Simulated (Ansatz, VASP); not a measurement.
**Ni: VASP beside Ansatz**

File INCAR:

```
SYSTEM = Ni
ALGO     = Fast           ! electronic algorithm
EDIFF    = 1E-6           ! SCF threshold, eV
ENCUT    = 520            ! plane-wave cutoff, eV
GGA      = RP             ! functional
ISIF     = 2              ! what is computed and relaxed
ISMEAR   = -1             ! smearing method
ISPIN    = 2              ! spin polarisation
LASPH    = .True.         ! aspherical terms in the spheres
LCHARG   = .False.        ! write CHGCAR
LMAXMIX  = 4              ! l up to which the mixer works
LORBIT   = 11             ! projections on sites
LREAL    = .False.        ! projectors in reciprocal space
LWAVE    = .False.        ! write WAVECAR
MAGMOM   = 0.71 0.71      ! initial moments
NBANDS   = 21             ! bands
NELM     = 150            ! most SCF steps
PREC     = Accurate       ! precision mode
SIGMA    = 0.05           ! smearing width, eV
```

Contents of KPOINTS:

```
k-points
0
Gamma
  16 16 9
  0 0 0
```

The input POSCAR:

```
Ni
1.0
    2.4796659852      0.0000000000      0.0000000000
   -1.2398329926      2.1474537361      0.0000000000
    0.0000000000      0.0000000000      4.0604065623
Ni
2
Direct
    0.3333333333      0.6666666667      0.2500000000
    0.6666666667      0.3333333333      0.7500000000
```

Input for Ansatz:

```yaml
crystal:
  lattice:
    - [2.4796659852, 0.0, 0.0]
    - [-1.2398329926, 2.1474537361, 0.0]
    - [0.0, 0.0, 4.0604065623]
  atoms:
    - { symbol: Ni, position: [0.3333333333, 0.6666666667, 0.25], spin: 0.71 }
    - { symbol: Ni, position: [0.6666666667, 0.3333333333, 0.75], spin: 0.71 }
hamiltonian:
  xc: rpbe
  pseudopotentials:
    kind: paw
    azcp:
      Ni: "pseudopotentials/Ni.paw.azcp"
basis:
  ecutwfc: 420
  fft_grid_basis: typed
kpoints:
  mp_grid: { grid: [16, 16, 9], shift: [0, 0, 0] }
magnetization:
  spin_polarized: true
scf:
  occupations: { method: fermi_dirac, width: 0.05 }
  lower_state_search: "off"
output:
  stress: true
```

Alike in both runs: task single point; functional RPBE; k mesh 16 × 16 × 9; occupations fermi-dirac, width 0.05 eV; collinear spin.

```csv
,VASP,Ansatz
version,VASP 6.6.1,Ansatz 0.2.0
potentials or method,"VASP PAW PBE potentials, release 64 (Ni)","plane waves (420 eV) with PAW, scalar-relativistic"
plane-wave cutoff (eV),520,420
valence electrons in the cell,20,36
```

VASP gave:

```
pressure (GPa)                                                : 7.8
largest component of the traceless stress (GPa)               : 0.62
net moment per atom (μB)                                      : 0.62
size of the moment on the site where the two differ most (μB) : 0.63
```

Question: Estimate Ansatz's values.

Answer: Pressure (GPa): 7.8; largest component of the traceless stress (GPa): 0.51; net moment per atom (μB): 0.65; size of the moment on the site where the two differ most (μB): 0.69.

Site moments also hang on the region over which each program counts them. The functional is the same, so the differences come from potentials, cutoffs and numerics. The two sets of potentials don't hold the same shells in valence.

Caveats: the PAW data sets were made with another functional, which shifts forces and pressure a little (VASP).
